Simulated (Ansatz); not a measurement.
Rows from a G0W0 calculation on SnTe (puckered layers in the stacking of the orthorhombic crystal) (Ansatz 0.2.0; G0W0 on PBE, plane waves, PAW; PAW set soft_1; 4×4×1 mesh, 472 empty bands, screening to 38 eV, PAW set soft_1 files), in eV. Spin-orbit coupling is left out.

```tsv
row	Σx	Σc	Vxc	Z
A	-9.44	-2.38	-12.11	0.73
B	-14.61	1.05	-13.64	0.72
C	-13.22	0.41	-12.91	0.73
D	-7.09	-2.94	-10.26	0.73
E	-8.31	-2.86	-11.50	0.73
F	-8.44	-3.04	-11.85	0.73
```

**Question.** Which rows are filled states and which are empty ones, and how can one tell?

Filled: B and C. Empty: A, D, E and F. The sign of Σc tells: for a filled state bare exchange, which holds its interaction with itself, lies below Vxc (Σx − Vxc is -0.3 eV or lower here) and screening gives part back as a positive Σc. For an empty state Σx lies above Vxc (+2.7 eV or more) and the Coulomb hole leaves Σc negative.

[Paths, hosts, dates, memory and timing lines, banners, echoed tables and standing remarks are left out of the program output.]

[Logs are printed without paths, hosts, clocks, repeated set-up lines and the standing remarks that a program may print on its own settings, such as how far it seeks lower states.]

[Runs of the session that timed out or met a known fault of the program may be left out.]

[Cells called generated may have been cut or substituted from an entry of the Crystallography Open Database or the Materials Project.]

[Hosts, paths, dates, database ids (printed as entryN), source tags and the programs' standing remarks are cut or masked in the printed files.]
